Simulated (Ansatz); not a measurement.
# SnSe: the cost of one run

Computed with Ansatz 0.2.0 (DFT PBE, scalar-relativistic, unless a step's input says otherwise).

## (1) Starting point

Symmetry: Fm-3m, No. 225, cubic system. Conventional cell: a = 6.020 Å, b = 6.020 Å, c = 6.020 Å, α = 90.00°, β = 90.00°, γ = 90.00°. Sn (site symmetry m-3m) is surrounded by 6 Se at 3.01 Å. Around Se (site symmetry m-3m) lie 6 Sn at 3.01 Å.

Structure file:

```cif
data_structure
_symmetry_space_group_name_H-M 'Fm-3m'
_symmetry_Int_Tables_number 225
_cell_length_a 6.0200
_cell_length_b 6.0200
_cell_length_c 6.0200
_cell_angle_alpha 90.000
_cell_angle_beta 90.000
_cell_angle_gamma 90.000
_cell_volume 218.17
loop_
_atom_site_label
_atom_site_type_symbol
_atom_site_symmetry_multiplicity
_atom_site_Wyckoff_symbol
_atom_site_fract_x
_atom_site_fract_y
_atom_site_fract_z
_atom_site_occupancy
Sn1 Sn 4 a 0.00000 0.00000 0.00000 1
Se1 Se 4 b 0.50000 0.00000 0.00000 1
```

The file gives the conventional cell by its symmetry; the runs use the cell typed in the input.

Atoms are numbered in the order of the input: Sn1, Se2.

## (2) The deformed structure

Space group Fm-3m before, I4/mmm after.

## (3) LAPW, all electrons

Contents of input.yaml:

```yaml
crystal:
  lattice:
    - [0.0, 3.01, 3.1003]
    - [3.01, 0.0, 3.1003]
    - [3.01, 3.01, 0.0]
  atoms:
    - { symbol: Sn, position: [0.0, 0.0, 0.0] }
    - { symbol: Se, position: [0.5, 0.5, 0.5] }
kpoints:
  mp_grid: { grid: [9, 9, 9] }
  band_path:
    path:
      - [0.0, 0.0, 0.0]
      - [0.0, 0.5, 0.5]
      - [0.25, 0.75, 0.5]
      - [0.0, 0.5, 0.0]
      - [0.0, 0.0, 0.0]
      - [0.5, 0.5, 0.0]
      - [0.3678244886, 0.6321755114, 0.0]
      - [-0.3678244886, 0.3678244886, 0.0]
      - [0.0, 0.0, 0.0]
    npoints: 5
scf:
  occupations: { method: fermi_dirac, width: 0.02 }
hamiltonian:
  xc: pbe
  pseudopotentials: { kind: all_electron, lapw: { basis_error: 0.00025 } }
output:
  forces: true
  stress: true
  eigenvalues: true
```

On the command line:

```sh
ansatz run input.yaml --threads 1 --pin off --max-ram 3072MiB --backend cpu --events-out ev --progress --plain --runs-dir out
```

Q: Estimate wall time and peak memory on 1 thread of Intel Xeon Platinum 8488C (Sapphire Rapids), shared host.

About 17 s, with a peak of 0.5 GiB.
